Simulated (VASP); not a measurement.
Something may be wrong with this VASP 6.6.1 calculation of Tl.

The input run.py:

```python
from ase.calculators.vasp import Vasp
from ase.io import read

atoms = read('Tl.cif')
calc = Vasp(
    directory='calc',
    xc='pbe',
    pp='PBE',
    setups='materialsproject',
    prec='Normal',
    encut=180,
    ediff=1e-06,
    ismear=0,
    sigma=0.05,
    lreal=False,
    lasph=True,
    nelm=67,
    algo='Normal',
    isif=3,
    lwave=False,
    lcharg=False,
    ivdw=13,
    ibrion=2,
    nsw=30,
    ediffg=-0.01,
    kpts=[10, 10, 10],
    gamma=True,
)
atoms.calc = calc

print('energy (eV):', atoms.get_potential_energy())
print('free energy (eV):', atoms.get_potential_energy(force_consistent=True))
print('forces (eV/A):')
print(atoms.get_forces())
print('stress (eV/A^3, Voigt):', atoms.get_stress())
print('Fermi level (eV):', calc.get_fermi_level())
print('cell (A, degrees):', atoms.cell.cellpar())
print('volume (A^3):', atoms.get_volume())
print('scaled positions:')
print(atoms.get_scaled_positions())
```

Tl.cif

```cif
data_Tl
_cell_length_a 3.43923705
_cell_length_b 3.41932457
_cell_length_c 3.33431740
_cell_angle_alpha 109.70361638
_cell_angle_beta 108.88551357
_cell_angle_gamma 110.47960279
_space_group_name_H-M_alt 'P1'
_space_group_name_Hall 'P 1'
_space_group_IT_number 1
loop_
_space_group_symop_operation_xyz
'x,y,z'
loop_
_atom_site_label
_atom_site_type_symbol
_atom_site_symmetry_multiplicity
_atom_site_Wyckoff_symbol
_atom_site_fract_x
_atom_site_fract_y
_atom_site_fract_z
_atom_site_occupancy
Tl1 Tl 1 a -0.0097310000 -0.0072020000 0.0005590000 1
```

Potentials or basis: VASP PAW PBE potentials, release 64 (Tl_d).

Launch:

```bash
$ python run.py
```

Output:

```text
energy (eV): -3.3911452
free energy (eV): -3.3913896
forces (eV/A):
[[0. 0. 0.]]
stress (eV/A^3, Voigt): [ 3.54144645e-04  3.16622670e-04 -1.34416604e-04  3.43248761e-04
  4.52078997e-05  1.48079979e-04]
Fermi level (eV): 8.76809262
cell (A, degrees): [  3.15863492   3.14657534   3.09973202 109.87448102 108.8231336
 110.13024973]
volume (A^3): 23.591326678196925
scaled positions:
[[9.90269e-01 9.92798e-01 5.59000e-04]]
```

OUTCAR:

```text
ENCUT = 180.000000
   EDIFF = 1.00e-06
   EDIFFG = -1.00e-02
[... 2058 lines left out ...]
  energy  without entropy=       -3.3909007903  energy(sigma->0) =       -3.39114520

 reached required accuracy - stopping structural energy minimisation
```

Problem. Diagnose the run.

Solution. The run converged. The input holds a flaw that was put in on purpose: cell relaxed at a low cutoff (ENCUT = 180; PREC = Normal). The program doesn't stop on it, so the numbers can't be trusted though the run ends normally.
